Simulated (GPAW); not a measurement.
Runs of GPAW 26.7.0 on GaN. It takes space group F-43m (No. 216, cubic). The conventional cell has a = 4.507 Å, b = 4.507 Å, c = 4.507 Å, α = 90.00°, β = 90.00°, γ = 90.00°. Ga (site symmetry -43m) is surrounded by 4 N at 1.95 Å. N (site symmetry -43m) has 4 Ga at 1.95 Å as nearest neighbours. The cell is a database's computed one.

| task | level | potentials or basis | cell | k mesh | cutoff (eV) | smearing | maxiter | mixer | eigensolver | convergence | supercell | other keys | mesh quality | gap on the mesh (eV) | pressure (GPa) |
| --- | --- | --- | --- | --- | --- | --- | --- | --- | --- | --- | --- | --- | --- | --- | --- |
| single point | LDA | the program's PAW data sets (release 1.2.1) made for this functional, pw | as given | 8 × 8 × 8 | 600 | fermi-dirac 0.01 eV | 150 | - | - | - | - | - | not flagged | 1.84 | -5.1 |
| phonons | SCAN+D3(BJ) | GPAW PAW data sets (gpaw-data 1.2.1), pw | relaxed | 10 × 10 × 10 | 780 | fermi-dirac 0.05 eV | 50 | pulay beta=0.02 nmaxold=8 weight=100 | davidson niter=2 | density 1e-6 | 1 × 1 × 1 | several, not listed | not flagged | 2.11 | 0.0 |
| single point | PBE | GPAW PAW data sets (gpaw-data 1.2.1), pw | as given | 10 × 10 × 10 | 800 | fermi-dirac 0.05 eV | 150 | - | - | - | - | - | not flagged | 1.84 | (a) |
| Born charges | BLYP+D3 | PAW data sets generated in the run's folder for this functional, pw | relaxed | 5 × 5 × 5 | 680 | fermi-dirac 0.01 eV | 150 | - | - | tight_forces | - | - | coarse | 1.60 | 0.0 |
| single point | r2SCAN | GPAW PAW data sets (gpaw-data 1.2.1), pw | as given | 8 × 8 × 8 | 600 | fermi-dirac 0.01 eV | 150 | - | - | - | - | - | not flagged | 2.26 | (b) |
| single point | PBE | GPAW PAW data sets (gpaw-data 1.2.1), pw | atoms moved at random, drawn with an rms of 0.05 Å | 10 × 10 × 10 | 800 | fermi-dirac 0.05 eV | 150 | - | - | - | - | - | not flagged | 1.75 | 12.8 |
| eps q | r2SCAN | GPAW PAW data sets (gpaw-data 1.2.1), pw | as given | 8 × 8 × 8 | 600 | fermi-dirac 0.001 eV | 150 | - | - | - | - | - | not flagged | 2.26 | - |

Alike in all rows: no spin polarisation.

Task: Estimate the missing entries.

Result: (a) 12.6; (b) -0.9.

Caveats: some runs use coarse meshes; the cutoff is short for stress and forces, so pressures can be off by a GPa or more (some runs); the PAW data sets were made with another functional, which shifts forces and pressure a little (some runs); the LO-TO splitting is left out (some runs); response on these states lacks terms of the Hamiltonian (some runs).

A k mesh can miss the band edges, and the runs leave out spin-orbit coupling on Ga.
